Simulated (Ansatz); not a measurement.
Crystal: SnO2.

```
CELL_PARAMETERS angstrom
-3.24890 3.41447 3.41402
3.24890 -3.41447 3.41402
3.24890 3.41447 -3.41402
ATOMIC_POSITIONS crystal
Sn 0.50000 0.00000 0.00000
Sn 0.50000 0.50000 0.50000
Sn 0.00360 0.75360 0.25000
Sn 0.99640 0.24640 0.75000
O 0.80650 0.80377 0.49728
O 0.80650 0.30922 0.00272
O 0.30244 0.24594 0.05649
O 0.68944 0.24594 0.44350
O 0.31056 0.75406 0.55649
O 0.19350 0.69078 0.99728
O 0.69756 0.75406 0.94351
O 0.19350 0.19623 0.50272
```

The cell is a database's computed one.

Base run:

```yaml
Program: Ansatz 0.2.0
Functional: LDA
Potentials_or_basis: Ansatz PAW
Cutoff: 420 eV
Density_cutoff: 1680 eV
k_mesh: 5 × 5 × 5
Occupations: fermi-dirac, width 0.05 eV
Spin: no spin polarisation
```

Its results: band gap on the k mesh 0.48 eV; pressure -11.5 GPa; largest force 0.146 eV/Å.

Question: The run is repeated on the same cell with these changes: functional from LDA to r2SCAN; cutoff from 420 eV to 500 eV; density cutoff from 1680 eV to 2000 eV. What comes out?

Answer: Band gap on the k mesh 1.27 eV; pressure -8.4 GPa; largest force 0.082 eV/Å.

r2SCAN gives the wider gap, since meta-GGAs in the generalised Kohn-Sham scheme recover part of the derivative discontinuity.

Caveats: spin-orbit coupling is left out, which moves the levels of the heavy elements; the PAW data sets come from PBE, with cores solved anew for the run's functional, which leaves a small shift of forces and pressure.

Not every run made on this cell is shown here.
